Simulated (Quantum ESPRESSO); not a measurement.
ZnSe (Stilleite): phonons with PBE

**The experiment to reproduce.**

A printed reference work, textbook reports, for a bulk crystal of ZnSe: high-frequency dielectric constant 5.9.

ZnSe (Stilleite):

```xyz
2
Lattice="0.0000 2.8338 2.8338 2.8338 0.0000 2.8338 2.8338 2.8338 0.0000" Properties=species:S:1:pos:R:3 pbc="T T T"
Se    4.2507    4.2507    4.2507
Zn    0.0000    0.0000    0.0000
```

```json
{
 "Program": "Quantum ESPRESSO 7.5",
 "Task": "phonons",
 "Functional": "PBE",
 "Potentials or basis": "JTH 2.0 PBE",
 "Cutoff": "490 eV",
 "Density cutoff": "2939 eV",
 "k mesh": "6 × 6 × 6, shifted",
 "Occupations": "fermi-dirac, width 0.05 eV",
 "Spin": "no spin polarisation",
 "Mixing beta": "0.5",
 "Most SCF iterations": "120",
 "SCF threshold": "4e-10 Ry"
}
```

| Quantity | Value |
| --- | --- |
| Electronic dielectric tensor (diagonal) | 7.34 |
| Born charges (mean of the diagonal) | Se -2.11; Zn +1.53 e |
| Highest phonon frequency at Γ, LO-TO splitting left out | 196 cm⁻¹ |
| Most unstable mode | 23i cm⁻¹ |
| Static dielectric tensor (diagonal) | 9.87 |

Levels at points of the mesh, in eV from the valence-band top:
| k point | band 7 | band 8 | band 9 | band 10 | band 11 | band 12 |
| --- | --- | --- | --- | --- | --- | --- |
| (0.08, 0.08, 0.08) | -0.67 | 0.00 | 0.00 | 1.84 | 5.81 | 6.00 |

Phonon frequencies in cm⁻¹ (negative: imaginary):
| q point | frequencies |
| --- | --- |
| (0.000, 0.000, 0.000) | -23 -23 -23 196 196 196 |

Electronic dielectric tensor:
```
7.34 0.00 0.00
0.00 7.34 0.00
0.00 0.00 7.34
```

Born effective charge tensors (e):
atom 1, Se
```
-2.11  0.00  0.00
 0.00 -2.11  0.00
 0.00  0.00 -2.11
```
atom 2, Zn
```
1.53 0.00 0.00
0.00 1.53 0.00
0.00 0.00 1.53
```

Optical modes at Γ, degenerate ones joined, polar ones without the macroscopic field:
```
cm⁻¹  components  symmetry     active in  IR intensity, summed ((D/Å)²/amu)
 196           3        T2  IR and Raman                               6.42
```

Zone-centre frequencies without and with the macroscopic field along z (cm⁻¹):
|  | optical modes in rising order |
| --- | --- |
| without | 196 196 196 |
| with the field | 196 196 227 |

Static dielectric tensor, electrons and zone-centre modes:
```
9.87 0.00 0.00
0.00 9.87 0.00
0.00 0.00 9.87
```

Wall time 5.9 min on 1 thread of Intel(R) Xeon(R) Platinum 8375C CPU @ 2.90GHz (Ice Lake), on a shared host, peak memory 0.12 GiB.

A measured high-frequency dielectric constant of ZnSe is 5.9 (a printed reference work, textbook); the calculated 7.34 misses it by +24.4 %.

Caveat: the mesh is thin for the dielectric tensor, Born charges and intensities, which usually come out too large; the cutoff lies well under what these potentials need, so the values aren't converged; the Born charges break their sum rule by 0.57 e, a sign of too thin a mesh.
